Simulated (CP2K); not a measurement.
Crystal: SnO2.

```
Sn O
1.0
     3.64040    0.00000    0.00000
     1.82020    3.15268    0.00000
     1.82020    1.05089    2.97237
Sn O
1 2
Direct
  0.00000 0.00000 0.00000
  0.75000 0.75000 0.75000
  0.25000 0.25000 0.25000
```

Measurements of this composition are mostly on another form, of space group No. 136.

| Item | Value |
| --- | --- |
| Program | CP2K 2026.2 |
| Task | single point |
| Functional | PBE |
| Potentials or basis | POTENTIAL_UZH Sn GTH-PBE-q4, O GTH-PBE-q6; TZVP-MOLOPT-PBE-GTH basis |
| Density cutoff | 8163 eV |
| k mesh | 9 × 9 × 9 |
| Occupations | fermi-dirac, width 0.05 eV |
| Spin | no spin polarisation |

On this cell: pressure 5.5 GPa; largest force zero by symmetry; band gap on the k mesh none (metal or under the smearing width).

The same run follows on a disturbed copy (atoms moved at random, drawn with an rms of 0.05 Å):

```
Sn O
1.0
     3.64040    0.00000    0.00000
     1.82020    3.15268    0.00000
     1.82020    1.05089    2.97237
Sn O
1 2
Cartesian
  -0.0034 -0.0344 0.0651
  5.4709 3.1696 2.2577
  1.7929 1.1215 0.7167
```

Task: What changes?

Result: The energy (extrapolated to zero smearing) moves by +26.9 meV/atom; pressure 6.7 GPa; largest force 1.269 eV/Å; band gap on the k mesh none (metal or under the smearing width).

Forces in eV/Å, atoms in the order of the input:
```
Sn  -0.017  0.908 -0.562
O   -0.282  0.122 -0.137
O    0.301 -1.018  0.694
```

Stress tensor (GPa, compression positive):
```
 5.84  0.21  0.59
 0.21  8.48 -1.15
 0.59 -1.15  5.85
```

Caveats: the basis of atomic orbitals isn't converged, which shifts pressures, moduli and gaps.
